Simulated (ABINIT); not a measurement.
# Cu in ABINIT: convergence with pawecutdg

Cu:

```xyz
1
Lattice="-1.4108 1.4416 1.3667 1.3919 -1.4546 1.3605 1.4610 1.5047 -1.3803" Properties=species:S:1:pos:R:3 pbc="T T T"
Cu   -0.0015    0.0446    0.0097
```

The cell isn't the ideal one: cell strained at random at fixed volume.

```yaml
Program: ABINIT 10.8.3 (patched build)
Task: single point
Functional: PBEsol
Potentials_or_basis: JTH PAW PBE v2.0
Cutoff: 707 eV
k_mesh: 11 × 11 × 11
Occupations: methfessel-paxton, width 0.05 eV
Spin: no spin polarisation
```

These are the settings of the first run; the series varies pawecutdg, with any setting tied to it.

Hardware: 1 thread of Arm Neoverse V1 (shared host).

| pawecutdg | energy less the tightest run (meV/atom) | pressure (GPa) | SCF cycles | CPU time (s) | peak memory (GiB) |
| --- | --- | --- | --- | --- | --- |
| 26.8 | -0.34 | -0.54 | 13 | 140 | 0.24 |
| 31.2 | -0.06 | -0.51 | 13 | 140 | 0.24 |
| 39 | -0.01 | -0.61 | 15 | 170 | 0.24 |
| 46.8 | 0.12 | -0.55 | 16 | 170 | 0.24 |
| 57.2 | 0.09 | -0.55 | 15 | 160 | 0.24 |
| 70.2 | 0.03 | -0.57 | 15 | 170 | 0.24 |
| 85.8 | 0.00 | -0.56 | 16 | 170 | 0.25 |

Against the tightest run, the energy stays within 1 meV/atom from 26.8 on; the pressure stays within 0.1 GPa from 26.8 on. The tightest run that finished is the yardstick and may itself not be fully converged.

Caveat, for the tightest run too: the PAW data sets were made with another functional, which shifts forces and pressure a little.
